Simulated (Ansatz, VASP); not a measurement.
**Br in VASP and in Ansatz**

```
CELL_PARAMETERS angstrom
3.40751 -2.35311 0.00000
3.40751 2.35311 0.00000
0.00000 0.00000 8.81682
ATOMIC_POSITIONS crystal
Br 0.36510 0.63490 0.39010
Br 0.13490 0.86510 0.89010
Br 0.63490 0.36510 0.60990
Br 0.86510 0.13490 0.10990
```

Change from the starting cell: volume scaled by 1.04.

Alike in both runs: task single point; functional PBEsol; k mesh 7 × 7 × 3; occupations fermi-dirac, width 0.05 eV; no spin polarisation.

```csv
,VASP,Ansatz
version,VASP 6.6.1,Ansatz 0.2.0
potentials or method,"VASP PAW PBE potentials, release 64 (Br)",Ansatz PAW
plane-wave cutoff (eV),520,420
valence electrons in the cell,28,28
```

|  | VASP | Ansatz | Ansatz less VASP |
| --- | --- | --- | --- |
| gap on the k mesh at the Fermi level (eV) | 1.72 | 1.72 | -0.001 |
| least direct gap on the mesh (eV) | 1.74 | 1.74 | -0.001 |
| pressure (GPa) | -0.8 | -0.9 | -0.04 |
| largest component of the traceless stress (GPa) | 0.76 | 0.80 | +0.041 |
| rms of the force components (eV/Å) | 0.188 | 0.175 | -0.0129 |

Atom by atom the forces differ by 0.014 eV/Å (rms over components).

Caveats: the PAW data sets were made with another functional, which shifts forces and pressure a little (VASP); an odd mesh through Γ misses points on the zone boundary, where band edges often lie (VASP); odd divisions of the mesh miss points on the zone boundary, where band edges often lie, so the gap on the mesh can be too wide (Ansatz); the PAW data sets come from PBE, with cores solved anew for the run's functional, which leaves a small shift of forces and pressure (Ansatz).
